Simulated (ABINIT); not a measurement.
## GaN in ABINIT: convergence with cutoff

GaN:

```
Ga N
1.0
     3.18000    0.00000    0.00000
    -1.59000    2.75396    0.00000
     0.00000    0.00000    5.16600
Ga N
2 2
Direct
  0.67793 0.33774 0.49895
  0.34599 0.66972 0.01059
  0.67025 0.34254 0.87619
  0.33420 0.65293 0.37421
```

The cell isn't the ideal one: atoms moved at random, drawn with an rms of 0.05 Å.

* Program: ABINIT 10.8.3 (patched build)
* Task: single point
* Functional: PBEsol
* Potentials or basis: PseudoDojo NC SR PBEsol v0.4.1 standard
* Cutoff: 463 eV
* k mesh: 5 × 5 × 2
* Occupations: cold (ABINIT), width 0.1 eV
* Spin: no spin polarisation

These are the settings of the first run; the series varies cutoff, with any setting tied to it.

Hardware: 1 thread of Arm Neoverse V1 (shared host).

**Question.** The values tried are 17 Ha, 21 Ha, 25 Ha, 29.5 Ha, 35.5 Ha, 42 Ha, 48.5 Ha, 56.5 Ha, 67 Ha, loosest first. From which on does the gap on the mesh stay within 0.01 eV of the tightest run that finished?

**Answer.** From 29.5 Ha on.

```csv
cutoff,energy less the tightest run (meV/atom),pressure (GPa),largest force (eV/Å),gap on the mesh (eV),SCF cycles,CPU time (s),peak memory (GiB)
17 Ha,39098.05,-1516.76,1.559,1.119,13,24,0.06
21 Ha,13212.02,-807.82,1.588,1.657,14,35,0.07
25 Ha,3218.25,-296.53,1.463,1.760,14,44,0.07
29.5 Ha,438.80,-59.06,1.469,1.825,15,55,0.08
35.5 Ha,13.43,-1.21,1.496,1.832,17,89,0.09
42 Ha,1.35,1.68,1.494,1.833,16,100,0.1
48.5 Ha,1.18,1.68,1.494,1.833,17,140,0.12
56.5 Ha,0.69,1.63,1.494,1.833,17,200,0.15
67 Ha,0.00,1.63,1.494,1.833,17,240,0.17
```

Against the tightest run, the energy stays within 1 meV/atom from 56.5 Ha on; the pressure stays within 0.1 GPa from 42 Ha on; the largest force stays within 0.005 eV/Å from 35.5 Ha on. The tightest run that finished is the yardstick and may itself not be fully converged.

Caveat, for the tightest run too: the k mesh is coarse (spacing up to 0.61 Å⁻¹), so the values aren't converged.
